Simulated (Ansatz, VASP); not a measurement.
## Two plane-wave programs on TiH

```
Ti H
1.0
     0.00000    2.05162    2.05162
     2.14743    0.00000    2.05162
     2.14743    2.05162    0.00000
Ti H
1 1
Direct
  0.99962 0.00038 0.00038
  0.51813 0.48187 0.48187
```

Change from the starting cell: mode 4 frozen in at -0.074 Å, normal strain along x +0.0467.

Alike in both runs: task single point; functional LDA; k mesh 18 × 18 × 18; occupations gaussian, width 0.15 eV; no spin polarisation.

|  | VASP | Ansatz |
| --- | --- | --- |
| version | VASP 6.6.1 | Ansatz 0.2.0 |
| potentials or method | VASP PAW LDA potentials, release 64 (Ti_sv, H) | scalar-relativistic, plane waves, PAW |
| plane-wave cutoff (eV) | 520 | 520 |
| valence electrons in the cell | 13 | 13 |

|  | VASP | Ansatz | Ansatz less VASP |
| --- | --- | --- | --- |
| gap on the k mesh at the Fermi level (eV) | none | none | - |
| pressure (GPa) | -6.5 | -6.6 | -0.05 |
| largest component of the traceless stress (GPa) | 1.21 | 1.22 | +0.004 |
| rms of the force components (eV/Å) | 0.064 | 0.063 | -0.0010 |

Atom by atom the forces differ by 0.001 eV/Å (rms over components). A gap of «none» marks a metal or a gap that the smearing closes.
